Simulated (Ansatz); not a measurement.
Structure relaxation of Pb3S2

Level of theory: DFT PBE, scalar-relativistic, plane waves, PAW (Ansatz 0.2.0). Cutoff 420 eV, Γ-centred k mesh, Gaussian smearing, no spin polarisation in the final step.

Pb3S2 was placed on the anti-tetradymite structure type (R-3m, No. 166), with S in place of Bi, Pb in place of Te, at a guessed volume.

```xyz
5
Lattice="2.0411 1.1784 9.4616 -2.0411 1.1784 9.4616 0.0000 -2.3569 9.4616" Properties=species:S:1:pos:R:3 pbc="T T T"
Pb    0.0000    0.0000    0.0000
Pb    0.0000    0.0000    5.9466
Pb    0.0000    0.0000   22.4382
S     0.0000    0.0000   11.3539
S     0.0000    0.0000   17.0309
```

Steps on the 6×6×6 mesh (5 atoms). 6 of 7 steps are shown, and the free energy counts from the last. Trial steps that were taken back and renewals of the plane-wave basis can be among the rows.

| step | ΔF (meV/atom) | V (Å³/atom) | P (GPa) | largest force component (eV/Å) |
| --- | --- | --- | --- | --- |
| 1 | 55.3 | 27.31 | 2.14 | 0.519 |
| 2 | 16.4 | 28.65 | -0.26 | 0.106 |
| 3 | 3.0 | 28.18 | -0.26 | 0.194 |
| 4 | 0.6 | 28.02 | -0.21 | 0.092 |
| 6 | 0.2 | 27.95 | 0.01 | 0.003 |
| 7 | 0.0 | 27.95 | 0.02 | 0.003 |

A final relaxation ran on a 12×12×12 mesh. The relaxed crystal, R-3m (No. 166):

```cif
data_structure
_symmetry_space_group_name_H-M 'R-3m:H'
_symmetry_Int_Tables_number 166
_cell_length_a 3.9068
_cell_length_b 3.9068
_cell_length_c 31.7413
_cell_angle_alpha 90.000
_cell_angle_beta 90.000
_cell_angle_gamma 120.000
_cell_volume 419.56
loop_
_atom_site_label
_atom_site_type_symbol
_atom_site_symmetry_multiplicity
_atom_site_Wyckoff_symbol
_atom_site_fract_x
_atom_site_fract_y
_atom_site_fract_z
_atom_site_occupancy
Pb1 Pb 3 a 0.00000 0.00000 0.00000 1
Pb2 Pb 6 c 0.33333 0.66667 0.87975 1
S1 S 6 c 0.66667 0.33333 0.72864 1
```

```json
{"Volume per atom": "27.97 Å³", "Density": "8.14 g/cm³", "Energy over the elements": "-0.27 eV/atom", "Gap on the 12×12×12 mesh": "0 eV (a metal)"}
```

The zero of energy is the elements' standard structures at the same level; no fitted shifts are applied.

The final run used a 12×12×12 mesh on its 5-atom cell and 0.10 eV smearing. The k mesh leaves about 4 meV/atom of noise in metals. Spin–orbit coupling is left out.

A structure relaxed within its symmetry needn't be a true minimum.

Cost: 3 runs of about 6.1 core-minutes in all, on Arm Neoverse V1 (shared hosts).